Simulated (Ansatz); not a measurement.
Runs of Ansatz 0.2.0 on HfB2. It takes space group P6/mmm (No. 191, hexagonal). Conventional cell: a = 3.140 Å, b = 3.140 Å, c = 3.480 Å, α = 90.00°, β = 90.00°, γ = 120.00°. Around Hf (site symmetry 6/mmm) lie 12 B at 2.51 Å. B (site symmetry -6m2) has 3 B at 1.81 Å as nearest neighbours. 

| task | level | spin | cell | k mesh | smearing | points for each segment of the path | atoms under strain | gap on the mesh (eV) | pressure (GPa) | relaxed volume (Å³/atom) |
| --- | --- | --- | --- | --- | --- | --- | --- | --- | --- | --- |
| band structure | PBE | off | as given | 10 × 10 × 8 | fermi-dirac 0.05 eV | 14 | - | none | 1.4 | - |
| relaxation of cell and atoms | PBE | off | relaxed | 10 × 10 × 8 | fermi-dirac 0.05 eV | - | - | - | 0.0 | 9.96 |
| phonons | PBEsol | off | as given | 7 × 7 × 6 | fermi-dirac 0.05 eV | - | - | none | - | - |
| phonons | PBE | off | as given | 7 × 7 × 6 | fermi-dirac 0.05 eV | - | - | none | - | - |
| band structure | LDA | off | as given | 10 × 10 × 8 | fermi-dirac 0.05 eV | 14 | - | none | -10.1 | - |
| band structure | PBE | SOC, no magnetisation | as given | 7 × 7 × 6 | fermi-dirac 0.05 eV | 14 | - | none | 1.0 | - |
| relaxation of cell and atoms | LDA | off | relaxed | 10 × 10 × 8 | fermi-dirac 0.05 eV | - | - | none | 0.0 | 9.52 |
| relaxation of cell and atoms | PBEsol | off | relaxed | 10 × 10 × 8 | fermi-dirac 0.05 eV | - | - | - | 0.0 | (b) |
| elastic constants | PBE | off | as given | 7 × 7 × 6 | fermi-dirac 0.05 eV | - | relaxed | none | 1.4 | - |
| band structure | LDA | SOC, no magnetisation | as given | 7 × 7 × 6 | fermi-dirac 0.05 eV | 14 | - | none | -10.5 | - |
| band structure | PBEsol | off | as given | 10 × 10 × 8 | fermi-dirac 0.05 eV | 14 | - | none | (a) | - |
| single point | PBE | off | as given | 10 × 10 × 8 | gaussian 0.011 eV | - | - | none | 1.4 | - |

Alike in all rows: potentials or basis Ansatz PAW; cutoff (eV) 420.

Question: Fill in the values left out.

Answer: (a) -4.3; (b) 9.73.

Caveats: the PAW data sets come from PBE, with cores solved anew for the run's functional, which leaves a small shift of forces and pressure (some runs); spin-orbit coupling is left out, which moves the levels of the heavy elements (some runs); the plane-wave basis is chosen anew once the cell has moved, so the energies of steps on either side of that aren't comparable (some runs); elastic constants of metals need much finer meshes, so these are rough (some runs).

A k mesh can miss the band edges, and rows without SOC leave out spin-orbit coupling on Hf.

A gap of «none» marks a metal or a gap under the smearing width.
